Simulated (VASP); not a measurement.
# Zn (P6_3/mmc) in VASP: further runs

One crystal, Zn, is run at these levels: PBEsol, LDA, rSCAN; tasks: relaxation of cell and atoms, single point.

Program: VASP 6.6.1. These are calculated values, not measurements. Logs are shortened: lines on timing, memory, paths and dates and some standing lists are left out, and cuts for length are marked.

### Step 1. The crystal as given

The structure is hexagonal, space group P6_3/mmc (No. 194). Conventional cell: a = 2.670 Å, b = 2.670 Å, c = 4.966 Å, α = 90.00°, β = 90.00°, γ = 120.00°. Zn (site symmetry -6m2) has 12 Zn at 2.67 to 2.92 Å as nearest neighbours.

### Step 2. Relaxation of cell and atoms, PBEsol

The input, INCAR:

```
SYSTEM = Zn
PREC = Accurate ; ENCUT = 600
EDIFF = 1E-7 ; ISMEAR = -1
SIGMA = 0.05 ; LREAL = .False.
LASPH = .True. ; NELM = 60
ALGO = Fast ; ISIF = 3
LWAVE = .False. ; LCHARG = .False.
GGA = PS ; IBRION = 2
NSW = 60 ; EDIFFG = -0.02
```

The input, KPOINTS:

```
regular mesh
0
Gamma
  10 10 6
  0 0 0
```

The input, POSCAR:

```
Zn
1.0
    2.6700000000      0.0000000000      0.0000000000
   -1.3350000000      2.3122878281      0.0000000000
    0.0000000000      0.0000000000      4.9660000000
Zn
2
Direct
    0.6666666667      0.3333333333      0.7500000000
    0.3333333333      0.6666666667      0.2500000000
```

Potentials or basis: VASP PAW PBE potentials, release 64 (Zn).

Command:

```bash
$ cat potpaw_PBE.64/Zn/POTCAR > POTCAR
$ mpirun -np 1 vasp_std > vasp.out
```

OUTCAR:

```text
SYSTEM = Zn
   PREC = Accurate
   ENCUT = 600
   EDIFF = 1E-7
   ISMEAR = -1
   LREAL = .False.
   LASPH = .True.
   NELM = 60
   ISIF = 3
   GGA = PS
   IBRION = 2
   NSW = 60
   EDIFFG = -0.02

 ion  position               nearest neighbor table
   1  0.667  0.333  0.750-   2 2.92   2 2.92   2 2.92   2 2.92   2 2.92   2 2.92
   2  0.333  0.667  0.250-   1 2.92   1 2.92   1 2.92   1 2.92   1 2.92   1 2.92

  LATTYP: Found a hexagonal cell.
 ALAT       =     2.6700000000
 C/A-ratio  =     1.8599250936

  Lattice vectors:

 A1 = (   2.6700000000,   0.0000000000,   0.0000000000)
 A2 = (  -1.3350000000,   2.3122878281,   0.0000000000)
 A3 = (   0.0000000000,   0.0000000000,   4.9660000000)

Analysis of symmetry for initial positions (statically):
=====================================================================
 Subroutine PRICEL returns:
 Original cell was already a primitive cell.

 Routine SETGRP: Setting up the symmetry group for a
 hexagonal supercell.

 Subroutine GETGRP returns: Found 24 space group operations
 (whereof 12 operations were pure point group operations)
 out of a pool of 24 trial point group operations.

The static configuration has the point symmetry D_3d.
 The point group associated with its full space group is D_6h.

Analysis of symmetry for dynamics (positions and initial velocities):
=====================================================================
 Subroutine PRICEL returns:
 Original cell was already a primitive cell.

 Routine SETGRP: Setting up the symmetry group for a
 hexagonal supercell.

 Subroutine GETGRP returns: Found 24 space group operations
 (whereof 12 operations were pure point group operations)
 out of a pool of 24 trial point group operations.

The dynamic configuration has the point symmetry D_3d.
 The point group associated with its full space group is D_6h.

 Subroutine INISYM returns: Found 24 space group operations
 (whereof 12 operations are pure point group operations),
 and found     1 'primitive' translations

----------------------------------------------------------------------------------------

                                     Primitive cell

  volume of cell :      30.6591

  direct lattice vectors                    reciprocal lattice vectors
     2.670000000  0.000000000  0.000000000     0.374531835  0.216236056  0.000000000
    -1.335000000  2.312287828  0.000000000     0.000000000  0.432472112  0.000000000
     0.000000000  0.000000000  4.966000000     0.000000000  0.000000000  0.201369311

  length of vectors
     2.670000000  2.670000000  4.966000000     0.432472112  0.432472112  0.201369311

  position of ions in fractional coordinates (direct lattice)
     0.666666667  0.333333333  0.750000000
     0.333333333  0.666666667  0.250000000

  ion indices of the primitive-cell ions
   primitive index   ion index
                 1           1
                 2           2

----------------------------------------------------------------------------------------

 KPOINTS: regular mesh

Automatic generation of k-mesh.
 Grid dimensions read from file:
 generate k-points for:   10   10    6

 Generating k-lattice:

  Cartesian coordinates                     Fractional coordinates (reciprocal lattice)
     0.037453184  0.021623606  0.000000000     0.100000000 -0.000000000  0.000000000
     0.000000000  0.043247211  0.000000000     0.000000000  0.100000000  0.000000000
     0.000000000  0.000000000  0.033561552     0.000000000  0.000000000  0.166666667

  Length of vectors
     0.043247211  0.043247211  0.033561552

  Shift w.r.t. Gamma in fractional coordinates (k-lattice)
     0.000000000  0.000000000  0.000000000

 Subroutine IBZKPT returns following result:
 ===========================================

 Found     56 irreducible k-points:

 Following reciprocal coordinates:
            Coordinates               Weight
  0.000000  0.000000  0.000000      1.000000
  0.100000  0.000000  0.000000      6.000000
  0.200000  0.000000  0.000000      6.000000
  0.300000  0.000000  0.000000      6.000000
  0.400000  0.000000  0.000000      6.000000
  0.500000  0.000000  0.000000      3.000000
[... 16 lines left out ...]
  0.300000  0.100000  0.166667     24.000000
  0.400000  0.100000  0.166667     24.000000
 [... further k-points ...]
   k-points           NKPTS =     56   k-points in BZ     NKDIM =     56   number of bands    NBANDS=     16
   number of dos      NEDOS =    301   number of ions     NIONS =      2
   total plane-waves  NPLWV =  23040
   dimension x,y,z NGX =    24 NGY =   24 NGZ =   40
   dimension x,y,z NGXF=    48 NGYF=   48 NGZF=   80
   ions per type =               2
   NGX,Y,Z   is equivalent  to a cutoff of  14.94, 14.94, 13.39 a.u.
   NGXF,Y,Z  is equivalent  to a cutoff of  29.89, 29.89, 26.78 a.u.
 SYSTEM =  Zn
   PREC   = accura    normal or accurate (medium, high low for compatibility)
   ISTART =      0    job   : 0-new  1-cont  2-samecut
   ICHARG =      2    charge: 1-file 2-atom 10-const
   ISPIN  =      1    spin polarized calculation?
   LNONCOLLINEAR =      F non collinear calculations
   LSORBIT =      F    spin-orbit coupling
   LASPH  =      T    aspherical Exc in radial PAW
   ENCUT  =  600.0 eV  44.10 Ry    6.64 a.u.   5.33  5.33  9.92*2*pi/ulx,y,z
   NELM   =     60;   NELMIN=  2; NELMDL= -5     # of ELM steps
   EDIFF  = 0.1E-06   stopping-criterion for ELM
   LREAL  =      F    real-space projection
   EDIFFG = -.2E-01   stopping-criterion for IOM
   NSW    =     60    number of steps for IOM
   IBRION =      2    ionic relax: 0-MD 1-quasi-New 2-CG
   NFREE  =      1    steps in history (QN), initial steepest desc. (CG)
   ISIF   =      3    stress and relaxation
   ISYM   =      2    0-nonsym 1-usesym 2-fastsym
   POTIM  = 0.5000    time-step for ionic-motion
   TEBEG  =    0.0;   TEEND  =   0.0 temperature during run
   PSTRESS=    0.0 pullay stress
   NELECT =      24.0000    total number of electrons
   NUPDOWN=      -1.0000    fix difference up-down
   EMIN   =  10.00;   EMAX   =-10.00  energy-range for DOS
   EFERMI =   0.00;   METHOD = LEGACY
   ISMEAR =    -1;   SIGMA  =   0.05  broadening in eV -4-tet -1-fermi 0-gaus
   EFERMI_NEDOS =   21; number of points for ismear=-14 and -15
   IALGO  =     68    algorithm
   IMIX   =      4    mixing-type and parameters
     AMIX     =   0.40;   BMIX     =  1.00
     AMIX_MAG =   1.60;   BMIX_MAG =  1.00
  volume/ion in A,a.u.               =      15.33       103.45
  Fermi-wavevector in a.u.,A,eV,Ry     =   1.508778  2.851177 30.972445  2.276410
  Thomas-Fermi vector in A             =   2.619187
   LORBIT       =      0    0 simple, 1 ext, 2 COOP (PROOUT), +10 PAW based schemes
   GGA     = PS    functional components
   LHFCALC =     F    Hartree Fock is set to
   AEXX    =    0.0000 exact exchange contribution
   IVDW    =     0    specifies the selected vdW correction
   LEPSILON=     F    determine dielectric tensor
   LRPA    =     F    only Hartree local field effects (RPA)
 conjugate gradient relaxation of ions
 non-spin polarized calculation
 RMM-DIIS sequential band-by-band and
  energy-cutoff  :      600.00
  volume of cell :       30.66
 maximum number of plane-waves:      1052
 NGX is ok and might be reduce to    24
   NGX = 11   NGY = 11   NGZ = 19

--------------------------------------- Ionic step        1  -------------------------------------------

 number of electron      24.0000003 magnetization

 Free energy of the ion-electron system (eV)
  ---------------------------------------------------
  ext. energy  EPLUGINS =         0.00000000
  ---------------------------------------------------
  free energy    TOTEN  =        -3.14876938 eV

  energy without entropy =       -3.14450949  energy(sigma->0) =       -3.14663944

------------------------ aborting loop because EDIFF is reached ----------------------------------------

  FORCE on cell =-STRESS in cart. coord.  units (eV):
  Direction    XX          YY          ZZ          XY          YZ          ZX
  --------------------------------------------------------------------------------------
  -------------------------------------------------------------------------------------
  Total       -1.2035482     -1.2035482     -0.7860537      0.0000000      0.0000000      0.0000000
  in kB      -62.8947231    -62.8947231    -41.0774003      0.0000000      0.0000000      0.0000000
  external PRESSURE =     -55.6222822 kB  Pullay stress =       0.0000000 kB

 VOLUME and BASIS-vectors are now :
 -----------------------------------------------------------------------------
  energy-cutoff  :      600.00
  volume of cell :       30.66
      direct lattice vectors                 reciprocal lattice vectors
     2.670000000  0.000000000  0.000000000     0.374531835  0.216236056  0.000000000
    -1.335000000  2.312287828  0.000000000     0.000000000  0.432472112  0.000000000
     0.000000000  0.000000000  4.966000000     0.000000000  0.000000000  0.201369311
[... 145 lines left out ...]
 POSITION                                       TOTAL-FORCE (eV/Angst)
 -----------------------------------------------------------------------------------
      1.30267      0.75210      3.65094         0.000000      0.000000      0.000000
     -0.00000      1.50419      1.21698         0.000000     -0.000000      0.000000
 -----------------------------------------------------------------------------------
    total drift:                               -0.000000      0.000000      0.000000

  FREE ENERGIE OF THE ION-ELECTRON SYSTEM (eV)
  ---------------------------------------------------
  free  energy   TOTEN  =        -3.1883855413 eV

  energy  without entropy=       -3.1842510042  energy(sigma->0) =       -3.18631827

--------------------------------------- Ionic step        6  -------------------------------------------

 number of electron      23.9999997 magnetization

 Free energy of the ion-electron system (eV)
  ---------------------------------------------------
  ext. energy  EPLUGINS =         0.00000000
  ---------------------------------------------------
  free energy    TOTEN  =        -3.18848591 eV

  energy without entropy =       -3.18415054  energy(sigma->0) =       -3.18631823

 E-fermi :   3.3235     XC(G=0): -12.0326

 val. band max:        3.2184304604   @ k =   0.1000   0.1000   0.1667
 cond. band min:       3.3508393548   @ k =   0.3000   0.2000   0.1667
 fundamental gap:      0.1324088944
 Fermi energy:         3.3235416714

 k-point     1 :       0.0000    0.0000    0.0000
  band No.  band energies     occupation
      1      -7.5320      2.00000
      2      -5.4984      2.00000
      3      -4.6886      2.00000
      4      -4.4254      2.00000
      5      -4.4254      2.00000
      6      -4.3689      2.00000
[... 8 lines left out ...]
     15      21.2253      0.00000
     16      21.6889      0.00000
[... 419 lines left out ...]
 k-point    24 :       0.4000    0.1000    0.1667
  band No.  band energies     occupation
      1      -5.1543      2.00000
      2      -5.1298      2.00000
      3      -4.8808      2.00000
      4      -4.5831      2.00000
      5      -4.3086      2.00000
      6      -4.1568      2.00000
[... 8 lines left out ...]
     15       9.0693      0.00000
     16      11.6904      0.00000

 [... further k-points ...]

------------------------ aborting loop because EDIFF is reached ----------------------------------------

  FORCE on cell =-STRESS in cart. coord.  units (eV):
  Direction    XX          YY          ZZ          XY          YZ          ZX
  --------------------------------------------------------------------------------------
  -------------------------------------------------------------------------------------
  Total       -0.0277634     -0.0277634     -0.0075800      0.0000000      0.0000000      0.0000000
  in kB       -1.5568481     -1.5568481     -0.4250545      0.0000000      0.0000000      0.0000000
  external PRESSURE =      -1.1795835 kB  Pullay stress =       0.0000000 kB

 VOLUME and BASIS-vectors are now :
 -----------------------------------------------------------------------------
  energy-cutoff  :      600.00
  volume of cell :       28.57
      direct lattice vectors                 reciprocal lattice vectors
     2.607412849 -0.000000000 -0.000000000     0.383521927  0.221426488 -0.000000000
    -1.303706424  2.258085765  0.000000000     0.000000000  0.442852975 -0.000000000
     0.000000000  0.000000000  4.852734430    -0.000000000 -0.000000000  0.206069385

 POSITION                                       TOTAL-FORCE (eV/Angst)
 -----------------------------------------------------------------------------------
      1.30371      0.75270      3.63955        -0.000000     -0.000000      0.000000
     -0.00000      1.50539      1.21318         0.000000      0.000000     -0.000000
 -----------------------------------------------------------------------------------
    total drift:                               -0.000000      0.000000      0.000000

  FREE ENERGIE OF THE ION-ELECTRON SYSTEM (eV)
  ---------------------------------------------------
  free  energy   TOTEN  =        -3.1884859122 eV

  energy  without entropy=       -3.1841505404  energy(sigma->0) =       -3.18631823

 reached required accuracy - stopping structural energy minimisation
```

It took 63 s on 1 thread of Intel Xeon Platinum 8488C (Sapphire Rapids), shared host; peak memory 0.17 GiB.

Results:

```
Free energy                            : -3.1885 eV
Relaxed volume                         : 14.29 Å³/atom
Relaxed cell                           : a = 2.607 Å, b = 2.607 Å, c = 4.853 Å, α = 90.00°, β = 90.00°, γ = 120.00°
Space group after relaxing (to 0.05 Å) : P6_3/mmc (No. 194)
Energy gained by relaxing              : 19.9 meV/atom
Ionic steps                            : 6
Pressure after relaxing                : -0.1 GPa
Band gap on the k mesh                 : none (metal or under the smearing width)
```

Step by step:
```tsv
step	energy change (eV)	largest force (eV/Å)	pressure (GPa)	volume (Å³)
1	0.0000	0.0000	-5.56	30.66
2	-0.0384	0.0000	0.83	28.36
3	-0.0392	0.0000	-0.05	28.62
4	-0.0392	0.0000	-0.18	28.66
5	-0.0396	0.0000	-0.17	28.62
6	-0.0397	0.0000	-0.12	28.57
```

Final structure:
```xyz
2
Lattice="2.6074 0.0000 0.0000 -1.3037 2.2581 0.0000 0.0000 0.0000 4.8527" Properties=species:S:1:pos:R:3 pbc="T T T"
Zn    1.3037    0.7527    3.6396
Zn    0.0000    1.5054    1.2132
```

Caveat: the PAW data sets were made with another functional, which shifts forces and pressure a little.

(Part 1 of 2 ends here.)
